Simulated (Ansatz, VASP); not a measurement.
## Ti: VASP beside Ansatz

The input INCAR:

```
SYSTEM = Ti
  ALGO = Normal
  EDIFF = 1E-6
  ENCUT = 520
  GGA = PS
  ISIF = 2
  ISMEAR = 0
  LASPH = .True.
  LCHARG = .True.
  LELF = .True.
  LREAL = .False.
  LVHAR = .True.
  LWAVE = .False.
  NBANDS = 12
  NELM = 80
  PREC = Accurate
  SIGMA = 0.15
```

Contents of KPOINTS:

```
k-points
0
Gamma
  20 20 20
  0 0 0
```

File POSCAR:

```
Ti
1.0
   -1.6656150000      1.6656150000      1.5917700000
    1.6656150000     -1.6656150000      1.5917700000
    1.6656150000      1.6656150000     -1.5917700000
Ti
1
Direct
    0.0000000000      0.0000000000      0.0000000000
```

Input for Ansatz:

```yaml
crystal:
  lattice:
    - [-1.665615, 1.665615, 1.59177]
    - [1.665615, -1.665615, 1.59177]
    - [1.665615, 1.665615, -1.59177]
  atoms:
    - { symbol: Ti, position: [0.0, 0.0, 0.0] }
basis:
  ecutwfc: 420
kpoints:
  mp_grid: { grid: [20, 20, 20] }
hamiltonian:
  xc: pbesol
scf:
  occupations: { method: gaussian, width: 0.15 }
output:
  forces: true
  stress: true
  eigenvalues: true
```

Change from the starting cell: strain +0.015 along x and y, -0.030 along z, atoms carried along.

Alike in both runs: task single point; functional PBEsol; k mesh 20 × 20 × 20; occupations gaussian, width 0.15 eV; no spin polarisation.

|  | VASP | Ansatz |
| --- | --- | --- |
| version | VASP 6.6.1 | Ansatz 0.2.0 |
| potentials or method | VASP PAW PBE potentials, release 64 (Ti_sv) | scalar-relativistic, plane waves, PAW |
| plane-wave cutoff (eV) | 520 | 420 |
| valence electrons in the cell | 12 | 12 |

Ansatz gave:

| Item | Value |
| --- | --- |
| gap on the k mesh at the Fermi level (eV) | none |
| pressure (GPa) | -6.6 |
| largest component of the traceless stress (GPa) | 0.94 |

Task: Which values does VASP return?

Result: gap on the k mesh at the Fermi level (eV): none; pressure (GPa): -6.7; largest component of the traceless stress (GPa): 0.93.

A gap of «none» marks a metal or a gap that the smearing closes. The functional is the same, so the differences come from potentials, cutoffs and numerics.

Caveats: the PAW data sets were made with another functional, which shifts forces and pressure a little (VASP).
